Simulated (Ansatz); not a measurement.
Structure types of AlRu were relaxed at one common pressure (all-electron LAPW in Ansatz 0.2.0 under PBE, scalar-relativistic, no spin polarisation, zero temperature). They take these volumes:

```
          type  space group  V (Å³/atom)
      rocksalt        Fm-3m        14.40
          CsCl        Pm-3m        12.86
  distorted WC        P-6m2        13.35
distorted NiAs     P6_3/mmc        13.37
    zincblende        F-43m        18.61
```

**Question.** At about which pressure, and is the densest type also the lowest in enthalpy?

**Answer.** 12 GPa. The densest is CsCl, and it is also the lowest in enthalpy among these.
